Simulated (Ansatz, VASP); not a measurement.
**One calculation of Ga, two programs**

INCAR

```
SYSTEM = Ga
ALGO = Normal
EDIFF = 1E-6
ENCUT = 520
GGA = PS
ISIF = 2
ISMEAR = -1
LASPH = .True.
LCHARG = .False.
LREAL = .False.
LWAVE = .False.
NBANDS = 12
NELM = 100
PREC = Accurate
SIGMA = 0.1
```

Contents of KPOINTS:

```
k-points
0
Gamma
  15 15 15
  0 0 0
```

POSCAR

```
Ga
1.0
    2.0081548312      0.0000000000      0.0000000000
    0.0000000000      2.0081548312      0.0000000000
    0.0000000000      0.0000000000      2.0081548312
Ga
1
Direct
    0.0000000000      0.0000000000      0.0000000000
```

Input for Ansatz:

```yaml
crystal:
  lattice:
    - [2.0081548312, 0.0, 0.0]
    - [0.0, 2.0081548312, 0.0]
    - [0.0, 0.0, 2.0081548312]
  atoms:
    - { symbol: Ga, position: [0.0, 0.0, 0.0] }
kpoints:
  mp_grid: { grid: [15, 15, 15] }
  band_path:
    path:
      - [0.0, 0.0, 0.0]
      - [0.0, 0.5, 0.0]
      - [0.5, 0.5, 0.0]
      - [0.0, 0.0, 0.0]
      - [0.5, 0.5, 0.5]
      - [0.0, 0.5, 0.0]
      - [0.5, 0.5, 0.5]
      - [0.5, 0.5, 0.0]
    npoints: 8
scf:
  occupations: { method: fermi_dirac, width: 0.1 }
hamiltonian:
  xc: pbesol
  pseudopotentials: { kind: paw }
output:
  forces: true
  stress: true
  eigenvalues: true
  populations: true
  dos: { projected: true, de: 0.2, e_range: [-14, 8] }
  write_density: true
  write_potential: true
  elf: true
  volumetric_format: npy
```

Change from the starting cell: volume scaled by 0.43, PAW files.

Alike in both runs: task single point; functional PBEsol; k mesh 15 × 15 × 15; occupations fermi-dirac, width 0.1 eV; no spin polarisation.

|  | VASP | Ansatz |
| --- | --- | --- |
| version | VASP 6.6.1 | Ansatz 0.2.0 |
| potentials or method | VASP PAW PBE potentials, release 64 (Ga_d) | PAW with Ansatz's default frozen-core files, scalar-relativistic |
| plane-wave cutoff (eV) | 520 | 420 |
| valence electrons in the cell | 13 | 13 |

VASP gave:

| Item | Value |
| --- | --- |
| pressure (GPa) | 371.7 |

Question: Which values does Ansatz return?

Answer: Pressure (GPa): 363.6.

The functional is the same, so the differences come from potentials, cutoffs and numerics.

Caveats: the cell as given lies far from equilibrium; so large a pressure means that the cell lies far from this level's equilibrium, or that cutoff or potentials fall short (VASP); the potentials were made for another functional, which shifts forces and pressure (VASP).
